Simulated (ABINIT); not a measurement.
The system is Ga.

```xyz
2
Lattice="4.4495 0.0000 0.0000 -2.2247 3.8534 0.0000 0.0000 0.0000 2.7652" Properties=species:S:1:pos:R:3 pbc="T T T"
Ga    0.0000    2.5689    1.3826
Ga    2.2248    1.2844    1.3826
```

The cell was built by a generator and needn't be a form met in nature.

| Quantity | Value |
| --- | --- |
| Program | ABINIT 10.8.3 (patched build) |
| Task | single point |
| Functional | PBE |
| Potentials or basis | JTH PAW PBE v2.0 |
| Cutoff | 463 eV |
| k mesh | 7 × 7 × 10 |
| Occupations | fermi-dirac, width 0.05 eV |
| Spin | no spin polarisation |

On this cell: pressure -0.1 GPa; largest force under 0.003 eV/Å; band gap on the k mesh none (metal or under the smearing width).

The same run follows on a disturbed copy (atoms moved at random, drawn with an rms of 0.05 Å):

```
CELL_PARAMETERS angstrom
4.44947 0.00000 0.00000
-2.22474 3.85336 0.00000
0.00000 0.00000 2.76520
ATOMIC_POSITIONS crystal
Ga 0.33963 0.66269 0.51672
Ga 0.68236 0.34266 0.48956
```

Task: What changes?

Result: The energy (extrapolated to zero smearing) moves by +3.2 meV/atom; pressure 0.0 GPa; largest force 0.253 eV/Å; band gap on the k mesh none (metal or under the smearing width).

Forces on the atoms (eV/Å):
```
Ga   0.073  0.242  0.015
Ga  -0.073 -0.242 -0.015
```

Stress tensor (GPa, compression positive):
```
 1.47  0.27  0.02
 0.27 -0.51  0.05
 0.02  0.05 -0.99
```
